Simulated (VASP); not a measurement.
The system is CuO (Tenorite).

```
CELL_PARAMETERS angstrom
2.34185 -1.71130 0.00000
2.34185 1.71130 0.00000
-0.85003 0.00000 5.05787
ATOMIC_POSITIONS crystal
Cu 0.50000 0.00000 0.50000
Cu 0.00000 0.50000 0.00000
O 0.41840 0.58160 0.75000
O 0.58160 0.41840 0.25000
```

Program: VASP 6.6.1. Alike in all runs: potentials or basis VASP PAW PBE potentials, release 64 (Cu, O); no spin polarisation; cell as given; k mesh 10 × 10 × 5.

Question: Order these runs on this cell by their pressure, lowest first.
A. level revTPSS; cutoff (eV) 520; smearing fermi-dirac 0.05 eV
B. level PBE; cutoff (eV) 520; smearing gaussian 0.022 eV
C. level MS2; cutoff (eV) 520; smearing fermi-dirac 0.05 eV
D. level RPBE; cutoff (eV) 500; smearing gaussian 0.1 eV

Answer: C (-1.1 GPa), A (1.9 GPa), B (6.3 GPa), D (11.8 GPa).

Caveats: the run has no spin polarisation, though such a crystal can be magnetic; the PAW data sets were made with another functional, which shifts forces and pressure a little (some runs).

Not every run made on this cell is shown here.
